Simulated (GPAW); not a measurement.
# Rb (Im-3m) in GPAW: convergence with bands over the usual count

Aim: find how far bands over the usual count must go before the results for Rb settle, at LDA. This setting moves, with any that are tied to it; all else stays.

All numbers are computed with GPAW 26.7.0; they aren't measurements. Logs are shortened: lines on timing, memory, paths and dates and some standing lists are left out, and cuts for length are marked. The log counts tension as positive stress, the text compression.

## 1. The crystal as given

The structure is cubic, space group Im-3m (No. 229). The conventional cell has a = 5.605 Å, b = 5.605 Å, c = 5.605 Å, α = 90.00°, β = 90.00°, γ = 90.00°.

## 2. With bands over the usual count 0.72

run.py reads:

```python
from ase.dft.bandgap import bandgap
from ase.io import read, write
from ase.units import GPa
from gpaw import GPAW, PW

atoms = read('Rb.xyz')

calc = GPAW(mode=PW(600),
            xc='LDA',
            kpts={'size': (7, 7, 7), 'gamma': True},
            occupations={'name': 'fermi-dirac', 'width': 0.05},
            nbands=8,
            convergence={'density': 1e-05, 'energy': 1e-05},
            maxiter=100,
            txt='gpaw.txt')
atoms.calc = calc
energy = atoms.get_potential_energy()
forces = atoms.get_forces()
stress = atoms.get_stress()
calc.write('gs.gpw')
write('result.traj', atoms)
print(f'Energy: {energy:.6f} eV')
print('Forces (eV/A):')
print(forces.round(4))
print('Stress (GPa):', (stress / GPa).round(3))
print('Fermi level:', round(calc.get_fermi_level(), 4), 'eV')
print(f'Gap: {bandgap(calc)[0]:.4f} eV, direct: {bandgap(calc, direct=True)[0]:.4f} eV')
```

Rb.xyz reads:

```xyz
1
Lattice="-2.8025000000 2.8025000000 2.8025000000 2.8025000000 -2.8025000000 2.8025000000 2.8025000000 2.8025000000 -2.8025000000" Properties=species:S:1:pos:R:3 pbc="T T T"
Rb     0.0000000000      0.0000000000      0.0000000000
```

Potentials or basis: the program's PAW data sets (release 1.2.1) made for this functional, pw.

Started as:

```
OMP_NUM_THREADS=1 python run.py
```

Wall time 8.1 s (1 thread of Arm Neoverse V1, shared host); peak memory 0.15 GiB.

Results:

| Item | Value |
| --- | --- |
| Free energy | -1.0408 eV |
| Pressure | -0.4 GPa |
| Band gap on the k mesh | none (metal or under the smearing width) |

## 3. With bands over the usual count 0.8

Changes to run.py since step 2:

```diff
@@ -11,3 +11,3 @@
             occupations={'name': 'fermi-dirac', 'width': 0.05},
-            nbands=8,
+            nbands=9,
             convergence={'density': 1e-05, 'energy': 1e-05},
```

Rb.xyz is that of step 2.

Potentials or basis: the program's PAW data sets (release 1.2.1) made for this functional, pw.

Started as:

```
OMP_NUM_THREADS=1 python run.py
```

Wall time 8.8 s (1 thread of Arm Neoverse V1, shared host); peak memory 0.15 GiB.

It converged, with:

```yaml
Free_energy: -1.0408 eV
Pressure: -0.4 GPa
Band_gap_on_the_k_mesh: none (metal or under the smearing width)
```

## 4. With bands over the usual count 0.9

Changes to run.py since step 3:

```diff
@@ -11,3 +11,3 @@
             occupations={'name': 'fermi-dirac', 'width': 0.05},
-            nbands=9,
+            nbands=10,
             convergence={'density': 1e-05, 'energy': 1e-05},
```

Rb.xyz is that of step 3.

Started as:

```
OMP_NUM_THREADS=1 python run.py
```

It took 9.3 s on 1 thread of Arm Neoverse V1, shared host; peak memory 0.16 GiB.

Results (log left out):

```yaml
Free_energy: -1.0408 eV
Pressure: -0.4 GPa
Band_gap_on_the_k_mesh: none (metal or under the smearing width)
```

## 5. With bands over the usual count 1

Changes to run.py since step 4:

```diff
@@ -11,3 +11,3 @@
             occupations={'name': 'fermi-dirac', 'width': 0.05},
-            nbands=10,
+            nbands=11,
             convergence={'density': 1e-05, 'energy': 1e-05},
```

Rb.xyz is that of step 4.

Started as:

```
OMP_NUM_THREADS=1 python run.py
```

Run time: 10 s. Hardware: 1 thread of Arm Neoverse V1, shared host; peak memory 0.16 GiB.

The run converged. Its results:

- Free energy: -1.0408 eV
- Pressure: -0.4 GPa
- Band gap on the k mesh: none (metal or under the smearing width)

## 6. With bands over the usual count 1.3

Changes to run.py since step 5:

```diff
@@ -11,3 +11,3 @@
             occupations={'name': 'fermi-dirac', 'width': 0.05},
-            nbands=11,
+            nbands=14,
             convergence={'density': 1e-05, 'energy': 1e-05},
```

Rb.xyz is that of step 5.

Potentials or basis: the program's PAW data sets (release 1.2.1) made for this functional, pw.

Started as:

```
OMP_NUM_THREADS=1 python run.py
```

Wall time 12 s (1 thread of Arm Neoverse V1, shared host); peak memory 0.16 GiB.

It converged, with:

* Free energy: -1.0408 eV
* Pressure: -0.4 GPa
* Band gap on the k mesh: none (metal or under the smearing width)

## 7. With bands over the usual count 1.7

Changes to run.py since step 6:

```diff
@@ -11,3 +11,3 @@
             occupations={'name': 'fermi-dirac', 'width': 0.05},
-            nbands=14,
+            nbands=19,
             convergence={'density': 1e-05, 'energy': 1e-05},
```

Rb.xyz is that of step 6.

Started as:

```
OMP_NUM_THREADS=1 python run.py
```

Wall time 17 s (1 thread of Arm Neoverse V1, shared host); peak memory 0.17 GiB.

The run converged. Its results:

* Free energy: -1.0408 eV
* Pressure: -0.4 GPa
* Band gap on the k mesh: none (metal or under the smearing width)

## 8. With bands over the usual count 2.5

Changes to run.py since step 7:

```diff
@@ -11,3 +11,3 @@
             occupations={'name': 'fermi-dirac', 'width': 0.05},
-            nbands=19,
+            nbands=27,
             convergence={'density': 1e-05, 'energy': 1e-05},
```

Rb.xyz is that of step 7.

Potentials or basis: the program's PAW data sets (release 1.2.1) made for this functional, pw.

Started as:

```
OMP_NUM_THREADS=1 python run.py
```

gpaw.txt:

```text
__  _  _
 | _ |_)|_||  |
 |__||  | ||/\| - 26.7.0

Input parameters:
  mode=PW(ecut=600.0),
  convergence={'density': 1e-05, 'energy': 1e-05},
  kpts=MonkhorstPack(size=(7, 7, 7), gamma=True),
  maxiter=100,
  nbands=27,
  occupations=Occupations(name='fermi-dirac', width=0.05),
  xc=XC(name='LDA')

Diagonalizing LCAO Hamiltonian
Converting LCAO to pw mode

       Rb

Atoms  # Å, Bohr magnetons
|   | symbol |        x |        y |        z |    initial magnetic moments |
|---|--------|----------|----------|----------|-----------------------------|
| 0 |     Rb | 0.000000 | 0.000000 | 0.000000 | ( 0.0000,  0.0000,  0.0000) |

Unit cell  # Å
| periodic |         x |         y |         z |  lengths |     angles |
|----------|-----------|-----------|-----------|----------|------------|
|      yes | -2.802500 |  2.802500 |  2.802500 | 4.854072 | 109.471221 |
|      yes |  2.802500 | -2.802500 |  2.802500 | 4.854072 | 109.471221 |
|      yes |  2.802500 |  2.802500 | -2.802500 | 4.854072 | 109.471221 |

Number of symmetries: 48
Symmetry operations  # r_c * U_cc + t_c -> r_c
|    | kind |            matrix            |
|----|------|------------------------------|
|  0 |  σ   |  1, 1, 1,  0, 0,-1,  0,-1, 0 |
|  1 |  C4  |  1, 1, 1,  0, 0,-1, -1, 0, 0 |
|  2 |  C2  |  1, 1, 1,  0,-1, 0,  0, 0,-1 |
|  3 |  S6  |  1, 1, 1,  0,-1, 0, -1, 0, 0 |
|  4 |  S6  |  1, 1, 1, -1, 0, 0,  0, 0,-1 |
|  5 |  C4  |  1, 1, 1, -1, 0, 0,  0,-1, 0 |
|  6 |  E   |  1, 0, 0,  0, 1, 0,  0, 0, 1 |
|  7 |  σ   |  1, 0, 0,  0, 1, 0, -1,-1,-1 |
|  8 |  σ   |  1, 0, 0,  0, 0, 1,  0, 1, 0 |
|  9 |  C3  |  1, 0, 0,  0, 0, 1, -1,-1,-1 |
| 10 |  C3  |  1, 0, 0, -1,-1,-1,  0, 1, 0 |
| 11 |  σ   |  1, 0, 0, -1,-1,-1,  0, 0, 1 |
| 12 |  σ   |  0, 1, 0,  1, 0, 0,  0, 0, 1 |
| 13 |  C2  |  0, 1, 0,  1, 0, 0, -1,-1,-1 |
| 14 |  C3  |  0, 1, 0,  0, 0, 1,  1, 0, 0 |
| 15 |  S4  |  0, 1, 0,  0, 0, 1, -1,-1,-1 |
| 16 |  S4  |  0, 1, 0, -1,-1,-1,  1, 0, 0 |
| 17 |  C3  |  0, 1, 0, -1,-1,-1,  0, 0, 1 |
| 18 |  C3  |  0, 0, 1,  1, 0, 0,  0, 1, 0 |
| 19 |  S4  |  0, 0, 1,  1, 0, 0, -1,-1,-1 |
| 20 |  σ   |  0, 0, 1,  0, 1, 0,  1, 0, 0 |
| 21 |  C3  |  0, 0, 1,  0, 1, 0, -1,-1,-1 |
| 22 |  C2  |  0, 0, 1, -1,-1,-1,  1, 0, 0 |
| 23 |  S4  |  0, 0, 1, -1,-1,-1,  0, 1, 0 |
| 24 |  C4  |  0, 0,-1,  1, 1, 1,  0,-1, 0 |
| 25 |  σ   |  0, 0,-1,  1, 1, 1, -1, 0, 0 |
| 26 |  S6  |  0, 0,-1,  0,-1, 0,  1, 1, 1 |
| 27 |  C2  |  0, 0,-1,  0,-1, 0, -1, 0, 0 |
| 28 |  C4  |  0, 0,-1, -1, 0, 0,  1, 1, 1 |
| 29 |  S6  |  0, 0,-1, -1, 0, 0,  0,-1, 0 |
| 30 |  S6  |  0,-1, 0,  1, 1, 1,  0, 0,-1 |
| 31 |  C4  |  0,-1, 0,  1, 1, 1, -1, 0, 0 |
| 32 |  C4  |  0,-1, 0,  0, 0,-1,  1, 1, 1 |
| 33 |  S6  |  0,-1, 0,  0, 0,-1, -1, 0, 0 |
| 34 |  σ   |  0,-1, 0, -1, 0, 0,  1, 1, 1 |
| 35 |  C2  |  0,-1, 0, -1, 0, 0,  0, 0,-1 |
| 36 |  C2  | -1, 0, 0,  1, 1, 1,  0, 0,-1 |
| 37 |  S6  | -1, 0, 0,  1, 1, 1,  0,-1, 0 |
| 38 |  S6  | -1, 0, 0,  0, 0,-1,  1, 1, 1 |
| 39 |  C2  | -1, 0, 0,  0, 0,-1,  0,-1, 0 |
| 40 |  C2  | -1, 0, 0,  0,-1, 0,  1, 1, 1 |
| 41 |  i   | -1, 0, 0,  0,-1, 0,  0, 0,-1 |
| 42 |  S4  | -1,-1,-1,  1, 0, 0,  0, 1, 0 |
| 43 |  C3  | -1,-1,-1,  1, 0, 0,  0, 0, 1 |
| 44 |  C3  | -1,-1,-1,  0, 1, 0,  1, 0, 0 |
| 45 |  σ   | -1,-1,-1,  0, 1, 0,  0, 0, 1 |
| 46 |  S4  | -1,-1,-1,  0, 0, 1,  1, 0, 0 |
| 47 |  C2  | -1,-1,-1,  0, 0, 1,  0, 1, 0 |

BZ-sampling:
  Number of BZ points: 343
  Number of IBZ points: 20

  Monkhorst-Pack size: [7, 7, 7]
  Monkhorst-Pack shift: [0, 0, 0]

K-points  # in reciprocal-cell coordinates
|     |                                coordinates |     weight |
|-----|--------------------------------------------|------------|
|   0 | (  0.00000000,   0.00000000,   0.00000000) | 0.00291545 |
|   1 | (  0.14285714,   0.00000000,   0.00000000) | 0.03498542 |
|   2 | (  0.14285714,   0.14285714,  -0.14285714) | 0.01749271 |
|   3 | (  0.28571429,   0.00000000,  -0.14285714) | 0.06997085 |
|   4 | (  0.28571429,   0.00000000,   0.00000000) | 0.03498542 |
|   5 | (  0.28571429,   0.14285714,  -0.14285714) | 0.06997085 |
|   6 | (  0.28571429,   0.28571429,  -0.28571429) | 0.01749271 |
|   7 | (  0.28571429,   0.28571429,   0.28571429) | 0.02332362 |
|   8 | (  0.42857143,  -0.14285714,  -0.14285714) | 0.02332362 |
|   9 | (  0.42857143,   0.00000000,  -0.14285714) | 0.13994169 |
| ... |                                            |            |
|  19 | (  0.42857143,   0.42857143,   0.42857143) | 0.02332362 |

Plane wave coefficients: 2954
Cutoff: 600.0 eV

Spin-components: 1 (collinear spins)
Bands:           27
Projectors:      5
Spin-degeneracy: 2
Datatype:        complex128

Parallelization:
  kpt:    1
  domain: 1
  band:   1

Density:
  Valence electrons: 9.0
  Components: 1
  Grid points: [28 28 28]
  Charge: 0.0  # |e|

Potential:
  Grid points: [28 28 28]

species:
  Rb:
    name:    Rubidium
    Z:       37.0
    valence: 9
    core:    28
    charge:  0.0  # [|e|]
    compensation charges:
      type: gauss
      rc: 0.38  # [Å]
      lmax: 2
    cutoffs:
      filter: 2.43  # [Å]
      core: 1.99  # [Å]
    projectors
    | kind |    occ | energy [eV] | rcut [Å] |
    |------|--------|-------------|----------|
    |   4s |  2.000 |     -31.956 |    1.376 |
    |   5s |  1.000 |      -2.362 |    1.376 |
    |   4p |  6.000 |     -16.035 |    1.270 |
    |    p |        |      11.177 |    1.270 |
    |    d |        |       0.000 |    1.217 |

    Using partial waves for Rb as LCAO basis

Reference energy: -81006.756710  # eV

eigensolver:
  PPCG
  Converge bands: occupied
  niter=2

density mixing:
  MSR1-Mixer
  Pratt-step length: 0.05
  Maximum mixing coefficient: 0.75
  Old densities: 10
  SVD Regularization: 0.005
  Good broyden scale: 1.0
  Trust region scale: 1.0
  Backstep threshold: 4.0
  History deletion threshold: 6.0
  Fourier metric: weight=20.0, sigma=0.015

occupation numbers:
  Fermi-Dirac:
    width: 0.0500  # eV

poisson solver:
  ecut: 4800.0  # eV

xc functional:
  name: None

convergence criteria:
- Maximum integral of absolute [dens]ity change: 1e-05 electrons / valence electron
- Maximum [total energy] change in last 3 cyles: 1e-05 eV / valence electron
- Maximum integral of absolute [eigenst]ate change: 4e-08 eV^2 / valence electron
maximum number of iterations: 100

SCF iterations
|iter     | |      energy | eigst |  dens |
|---------|-|-------------|-------|-------|
|iter:   1| |   -1.167586 | -0.78 |       |
|iter:   2| |   -1.148047 | -3.05 | -1.32 |
|iter:   3| |   -1.038840 | -2.85 | -1.36 |
|iter:   4| |   -1.036693 | -4.24 | -1.83 |
|iter:   5| |   -1.036866 | -4.88 | -2.16 |
|iter:   6| |   -1.036867 | -7.01 | -3.43 |
|iter:   7| |   -1.036867c| -7.79c| -3.82 |
|iter:   8| |   -1.036867c| -9.06c| -5.37c|

Converged in 8 steps
Energy contributions relative to reference atoms: (reference = -81006.756710)

Energy contributions:
  Kinetic:           0.637472
  Coulomb:          -0.551786
  Zero:             -0.012169
  External:          0.000000
  Xc:               -1.106417
  Entropy:          -0.007932
  Spinorbit:         0.000000
  ----------------------------
  Free energy:      -1.040833
  Extrapolated:     -1.036867

dipole moment: (-10.665666, -10.665666, -10.665666)  # |e|*Ang

Fermi level: 1.067
Eigenvalues  # (at kpt = [0.000, 0.000, 0.000])
| band index |      eig [eV] | occ [0-2] |
|------------|---------------|-----------|
|          0 |       -27.766 |     2.000 |
|          1 |       -11.814 |     2.000 |
|          2 |       -11.814 |     2.000 |
|          3 |       -11.814 |     2.000 |
|          4 |        -0.954 |     2.000 |
|          5 |         4.693 |     0.000 |
|          6 |         4.693 |     0.000 |
|          7 |         4.693 |     0.000 |
|          8 |         5.689 |     0.000 |
|          9 |         5.689 |     0.000 |
|         10 |         7.967 |     0.000 |
|         11 |         7.967 |     0.000 |
|         12 |         7.967 |     0.000 |
|        ... |               |           |
|         26 |        22.317 |     0.000 |

No gap
No difference between direct/indirect transitions

Forces  # eV/Ang
|       x |       y |       z |
|---------|---------|---------|
| 0.00000 | 0.00000 | 0.00000 |  # Rb   0

Stress tensor  # eV/Ang^3
|         x |         y |         z |
|-----------|-----------|-----------|
|  0.002338 | -0.000000 | -0.000000 |
| -0.000000 |  0.002338 |  0.000000 |
| -0.000000 |  0.000000 |  0.002338 |

# Writing to gs.gpw (mode='')
```

Run time: 23 s. Hardware: 1 thread of Arm Neoverse V1, shared host; peak memory 0.18 GiB.

What came out:

| Item | Value |
| --- | --- |
| Free energy | -1.0408 eV |
| Pressure | -0.4 GPa |
| Band gap on the k mesh | none (metal or under the smearing width) |

## 9. Summary

```
bands over the usual count  energy less the tightest run, at zero smearing (meV/atom)  SCF cycles  CPU time (s)  peak memory (GiB)
                      0.72                                                       0.00           8           8.1               0.15
                       0.8                                                       0.00           8           8.8               0.15
                       0.9                                                       0.00           8           9.3               0.16
                         1                                                       0.00           8            10               0.16
                       1.3                                                       0.00           8            12               0.16
                       1.7                                                       0.00           8            17               0.17
                       2.5                                                       0.00           8            23               0.18
```

Against the tightest run, the energy stays within 1 meV/atom from 0.72 on. The tightest run that finished is the yardstick and may itself not be fully converged.
